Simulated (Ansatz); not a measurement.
# CdO (Monteponite) (Fm-3m) in Ansatz: single point with PBE0

Aim: the single point of CdO (Monteponite) with PBE0.

All numbers are computed with Ansatz 0.2.0; they aren't measurements. Logs are shortened: lines on timing, memory, paths and dates and some standing lists are left out, and cuts for length are marked.

## (1) Starting point

The structure is cubic, space group Fm-3m (No. 225). Conventional cell: a = 4.699 Å, b = 4.699 Å, c = 4.699 Å, α = 90.00°, β = 90.00°, γ = 90.00°. Cd (site symmetry m-3m) has 6 O at 2.35 Å as nearest neighbours. O (site symmetry m-3m) is surrounded by 6 Cd at 2.35 Å.

## (2) Single point, PBE0

input.yaml reads:

```yaml
crystal:
  lattice:
    - [0.0, 2.3495, 2.3495]
    - [2.3495, 0.0, 2.3495]
    - [2.3495, 2.3495, 0.0]
  atoms:
    - { symbol: Cd, position: [0.0, 0.0, 0.0] }
    - { symbol: O, position: [0.5, 0.5, 0.5] }
kpoints:
  mp_grid: { grid: [8, 8, 8] }
scf:
  occupations: { method: fermi_dirac, width: 0.05 }
hamiltonian:
  xc: pbe0
  pseudopotentials: { kind: all_electron, datasets: crystal }
output:
  forces: true
  stress: true
```

Potentials or basis: all-electron PAW datasets made for the crystal.

Run with:

```console
ansatz run input.yaml --threads 8 --pin off --max-ram 24576MiB --backend cpu --events-out ev --progress --plain --runs-dir out
```

Log:

```text
Warning: RAYON_NUM_THREADS=8 ignored (pool sized by the plan → 8); use --threads N
hamiltonian.pseudopotentials.datasets: crystal makes datasets for this crystal and solves the spheres of its atoms anew in each pass: cutoff 360.0 eV, the density's 1440.0 eV;, for an error of 0.50 meV an atom under PBE, 1.0 meV for the cell; an energy difference from a run of another recipe may be off by several times the error for the cell, under r2SCAN by more, where some 0.1 meV an atom stays at smaller errors; O in spheres of 1.042 Å, 6 of its electrons in bands; Cd in spheres of 1.302 Å, 20 of its electrons in bands
Engine: ansatz 0.2.0, x86_64-unknown-linux-gnu
Pseudopotentials: kind: all_electron
Pseudopotential: Cd, paw, valence charge 20, recommended cutoff 360 eV (normal), crystal/all_electron/pbe/scalar/gaussian/Cd, Koelling and Harmon's equation, gaussian nucleus
Pseudopotential: O, paw, valence charge 6, recommended cutoff 360 eV (normal), crystal/all_electron/pbe/scalar/gaussian/O, Koelling and Harmon's equation, gaussian nucleus
Functional definition: PBE0
  parameter a = 0.25
  parameter kappa = 0.804
  parameter beta = 0.06672455060314922
  exchange = (1 - a)*pbe_x(kappa = kappa, mu = beta*pi^2/3) + a*exact_x
  correlation = pbe_c(beta = beta)
Crystal: 2 atoms, lattice volume = 25.939 Å³
Basis set: ecut = 360 eV, 411 PW (Γ), exchange–correlation on 48×48×48 points (8 copies of the dense FFT grid, shifted against one another)
Bands: 17, of which v1, the nominal top of the filled ones, is band 13 counted from 1 (12 counted from 0)
Symmetry: 48 space group operations
Space group: Fm-3m (ITA 225), of the structure as read, at distance tolerance 3.0e-5 Å
k-points: 29 of 512
Non-local potential: Cd, projectors of the file, l = 0: 3, l = 1: 2, l = 2: 2
Non-local potential: O, projectors of the file, l = 0: 1, l = 1: 2
PAW form: soft (Blöchl's): semilocal exchange-correlation on the pseudo side does not see the compensation charge
PAW one-centre angular grid: Cd, 590 points (default); XC on its mesh's 1851 points in the sphere
PAW one-centre angular grid: O, 110 points (default); XC on its mesh's 1959 points in the sphere
Initial density: superposition of atomic densities (neutral atoms: chi_scale 0, normalization atom)
Initial wavefunctions: pseudopotential atomic-orbital guess
Functional: x = 0.75 pbe(κ = 0.804, μ = 0.2195149727645171) + 0.25 exact, c = pbe(β = 0.06672455060314922)
iter 1 solved again at ethr=2.65e-2 eV; its pass at ethr=1.00e-1 eV (dr2=6.90e0 eV) is discarded
SCF iter   1: F=—  HF=-154285.105626 eV  |F-HF|=—  |Δ(HF+E_count)|=         —  Δρ=1.54e-1  dr2=6.84e0  ethr=2.65e-2  ⟨swp⟩=2.0  Hψ=2404  notcnv=0
preconditioner: auto → none  [insulator: Δε(μ)=1.093 eV  Ē_g=15.648 eV  σ=0.050 eV  W_gap=1.00  n_scr=14 (ndim 8)  ℏωp=30.9 eV  f_vac=0.000  D(μ)=0.00/eV (n_scr^D=0)]
SCF iter   2: F=—  HF=-154284.315671 eV  |F-HF|=—  |Δ(HF+E_count)|=   7.90e-1  Δρ=1.36e-1  dr2=3.59e0  ethr=2.63e-2  ⟨swp⟩=3.2  Hψ=1215  notcnv=0
iter 3 solved again at ethr=2.75e-4 eV; its pass at ethr=1.38e-2 eV (dr2=7.16e-2 eV) is discarded
SCF iter   3: F=—  HF=-154283.363827 eV  |F-HF|=—  |Δ(HF+E_count)|=   9.52e-1  Δρ=1.95e-2  dr2=7.23e-2  ethr=2.75e-4  ⟨swp⟩=2.1  Hψ=2211  notcnv=0
SCF iter   4: F=—  HF=-154283.355526 eV  |F-HF|=—  |Δ(HF+E_count)|=   8.30e-3  Δρ=6.11e-3  dr2=6.20e-3  ethr=2.75e-4  ⟨swp⟩=2.0  Hψ=985  notcnv=0
SCF iter   5: F=—  HF=-154283.356074 eV  |F-HF|=—  |Δ(HF+E_count)|=   5.48e-4  Δρ=2.21e-3  dr2=8.07e-4  ethr=2.38e-5  ⟨swp⟩=2.0  Hψ=871  notcnv=0
SCF iter   6: F=—  HF=-154283.357298 eV  |F-HF|=—  |Δ(HF+E_count)|=   1.22e-3  Δρ=4.82e-4  dr2=4.42e-5  ethr=3.10e-6  ⟨swp⟩=2.2  Hψ=880  notcnv=0
SCF iter   7: F=—  HF=-154282.675087 eV  |F-HF|=—  |Δ(HF+E_count)|=         —  Δρ=1.31e-2  dr2=3.74e-2  ethr=1.70e-7  ⟨swp⟩=4.1  Hψ=2015  notcnv=0
SCF iter   8: F=—  HF=-154282.680301 eV  |F-HF|=—  |Δ(HF+E_count)|=   5.21e-3  Δρ=5.23e-3  dr2=6.41e-3  ethr=1.70e-7  ⟨swp⟩=4.1  Hψ=1661  notcnv=0
SCF iter   9: F=—  HF=-154282.677317 eV  |F-HF|=—  |Δ(HF+E_count)|=   2.98e-3  Δρ=3.76e-4  dr2=3.67e-5  ethr=1.70e-7  ⟨swp⟩=4.0  Hψ=1558  notcnv=0
SCF iter  10: F=—  HF=-154282.678020 eV  |F-HF|=—  |Δ(HF+E_count)|=   7.03e-4  Δρ=3.52e-4  dr2=2.19e-5  ethr=1.41e-7  ⟨swp⟩=3.0  Hψ=1508  notcnv=0
SCF iter  11: F=—  HF=-154282.678107 eV  |F-HF|=—  |Δ(HF+E_count)|=   8.73e-5  Δρ=1.39e-4  dr2=3.71e-6  ethr=8.41e-8  ⟨swp⟩=3.0  Hψ=1172  notcnv=0
SCF iter  12: F=—  HF=-154282.678101 eV  |F-HF|=—  |Δ(HF+E_count)|=   6.49e-6  Δρ=3.46e-5  dr2=2.05e-7  ethr=1.43e-8  ⟨swp⟩=3.0  Hψ=1013  notcnv=0
SCF iter  13: F=-154282.678098 eV  HF=-154282.678098 eV  |F-HF|=5.82e-10  |Δ(HF+E_count)|=   3.27e-6  Δρ=2.20e-6  dr2=3.15e-10  ethr=7.89e-10  ⟨swp⟩=3.0  Hψ=982  notcnv=0
SCF 1 converged in 13 iterations: F = -154282.678096 eV  dr2 = 3.15e-10
  Residual-converged pass: ⟨swp⟩=3.0  Hψ=1038  notcnv=0  max |occ|·‖R‖ = 5.2e-6 eV (tolerance 5.3e-6 eV)  dr2=3.06e-10  dr2_onsite=2.20e-9  max |Δocc| = 2.2e-10
hybrid outer 1: dexx = +5.439e-12 eV
hybrid SCF converged: 1 outer / 13 inner (+0 warm-up), last move |dexx| = 5.44e-12 eV
Stability not checked: this state was not tested for a lower state beside it, because the functional holds exact exchange (a hybrid, or Hartree-Fock), whose exchange loop this test does not read (fock_operator; see scf.lower_state_search)
Free energy (F): -154282.678096 eV
Harris-Foulkes:  -154282.678096 eV  (|F-HF|=5.82e-10)
Internal energy: -154282.678096 eV  (E = F + TS)
E sigma→0 (E₀):  -154282.678096 eV
Past the cutoff: the bands carry plane waves up to 1.75 times it, of which those up to 1.5 times it add -0.000271 eV an atom, each by itself; the spheres take 0.000326 eV an atom off the energy for waves past 1.75 times it
Past the cutoffs: a stress includes 0.0020 GPa for waves and charges beyond them, in addition to the slope of what the spheres take
In the spheres:  the bands' charges fall short by 3.7e-5 e at most (sound up to 1e-3)
Fermi energy:    13.105164 eV
--- Per-component energies (eV) ---
  E_band       = -406.232244
  E_kinetic    = 316.717249
  E_local      = -2592.418740  (includes V_loc(G=0)·N_el)
  E_nonlocal   = -7.224052
  E_hartree    = 1326.490501
  E_xc         = -82.993976
  E_vxc        = -107.804670  (∫ρ·V_xc dr)
  E_exx        = -118.590092  (= α·E_x^exact, valence–valence)
  E_paw        = -155822.606324  (= ΣΔE_a)
  E_vpaw       = -6592.849700  (= ΣTr[D̂ρ^β])
  E_ewald      = -3463.600073
  E_smearing   = -0.000000  (= −TS)
  E_closure    = 6161.547411  (closes the sum)
  Σ components = -154282.678096   (vs F -154282.678096, Δ=0.00e0)
  The terms above E_closure are by the made datasets' own strengths, without shells solved beside the bands.
--- Forces (eV/Å), atoms counted from 1 ---
  atom   1  Cd     0.00000000    -0.00000000     0.00000000
  atom   2  O     -0.00000000     0.00000000    -0.00000000
  max |Σ_I F_I| component: 2.66e-17 eV/Å
--- Stress (GPa, compression-positive) ---
        0.488546      -0.000000       0.000000
       -0.000000       0.488546       0.000000
        0.000000       0.000000       0.488546
  P = ⅓ Tr σ = 0.4885 GPa (4.885 kbar)
--- Band table (eV; the first three rows and the last of 29) ---
  k-point 0: bands = ["-92.9155", "-52.6607", "-52.6607", "-52.6607", "-6.7247", "4.6738", "4.6738", "4.6738", "4.9275", "4.9275", "10.8797", "10.8797", "10.8797", "13.8169"]
  k-point 1: bands = ["-92.9153", "-52.6635", "-52.6611", "-52.6611", "-6.6140", "4.6125", "4.6768", "4.6768", "4.8503", "4.8503", "9.8377", "11.0891", "11.0891", "15.1203"]
  k-point 2: bands = ["-92.9149", "-52.6702", "-52.6622", "-52.6622", "-6.3339", "4.3761", "4.4144", "4.4144", "4.9712", "4.9712", "8.6881", "11.5782", "11.5782", "17.0138"]
  k-point 28: bands = ["-92.9139", "-52.6732", "-52.6732", "-52.6682", "-5.9542", "4.4457", "4.5736", "4.5736", "5.3753", "5.5527", "9.0207", "9.0207", "10.3025", "20.8935"]
```

It took 2.6 min on 8 threads of Intel Xeon Platinum 8375C at 2.90GHz (Ice Lake), shared host; peak memory 1.5 GiB.

What came out:

| Item | Value |
| --- | --- |
| Free energy | -154282.6781 eV |
| Pressure | 0.5 GPa |
| Band gap on the k mesh | 1.57 eV, indirect (least direct gap 2.94 eV) |
